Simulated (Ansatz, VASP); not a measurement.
**Ni in VASP and in Ansatz**

INCAR

```
SYSTEM = Ni
PREC = Accurate
ENCUT = 520
EDIFF = 1E-6
ISMEAR = -1
SIGMA = 0.1
LREAL = .False.
LASPH = .True.
NELM = 80
ALGO = Normal
ISIF = 2
LWAVE = .False.
LCHARG = .True.
GGA = RP
LELF = .True.
LVHAR = .True.
NBANDS = 17
```

File KPOINTS:

```
Automatic mesh
0
Gamma
  16 16 9
  0 0 0
```

Contents of POSCAR:

```
Ni
1.0
    2.4379021709      0.0000000000      0.0000000000
   -1.2189510855      2.1112852120      0.0000000000
    0.0000000000      0.0000000000      4.0074300112
Ni
2
Direct
    0.3333333333      0.6666666667      0.2500000000
    0.6666666667      0.3333333333      0.7500000000
```

Input for Ansatz:

```yaml
crystal:
  lattice:
    - [2.4379021709, 0.0, 0.0]
    - [-1.2189510855, 2.111285212, 0.0]
    - [0.0, 0.0, 4.0074300112]
  atoms:
    - { symbol: Ni, position: [0.3333333333, 0.6666666667, 0.25] }
    - { symbol: Ni, position: [0.6666666667, 0.3333333333, 0.75] }
hamiltonian:
  xc: rpbe
  pseudopotentials:
    kind: paw
    azcp:
      Ni: "pseudopotentials/Ni.paw.azcp"
basis:
  ecutwfc: 420
  fft_grid_basis: typed
kpoints:
  mp_grid: { grid: [16, 16, 9], shift: [0, 0, 0] }
magnetization:
  spin_polarized: false
scf:
  occupations: { method: fermi_dirac, width: 0.1 }
  lower_state_search: "off"
output:
  stress: true
  write_density: true
  write_potential: true
  elf: true
  volumetric_format: npy
```

Alike in both runs: task single point; functional RPBE; k mesh 16 × 16 × 9; occupations fermi-dirac, width 0.1 eV; no spin polarisation.

|  | VASP | Ansatz |
| --- | --- | --- |
| version | VASP 6.6.1 | Ansatz 0.2.0 |
| potentials or method | VASP PAW PBE potentials, release 64 (Ni) | plane waves (420 eV) with PAW, scalar-relativistic |
| plane-wave cutoff (eV) | 520 | 420 |
| valence electrons in the cell | 20 | 36 |

VASP gave:

* pressure (GPa): 18.6

Task: What did Ansatz give for the same quantities?

Result: Pressure (GPa): 18.4.

The two sets of potentials don't hold the same shells in valence.

Caveats: so large a pressure means that the cell lies far from this level's equilibrium, or that cutoff or potentials fall short (VASP); the potentials were made for another functional, which shifts forces and pressure (VASP); the run has no spin polarisation, though such a crystal can be magnetic. Spin polarisation is off, so any magnetic state and its effect on volume and gap are missing.
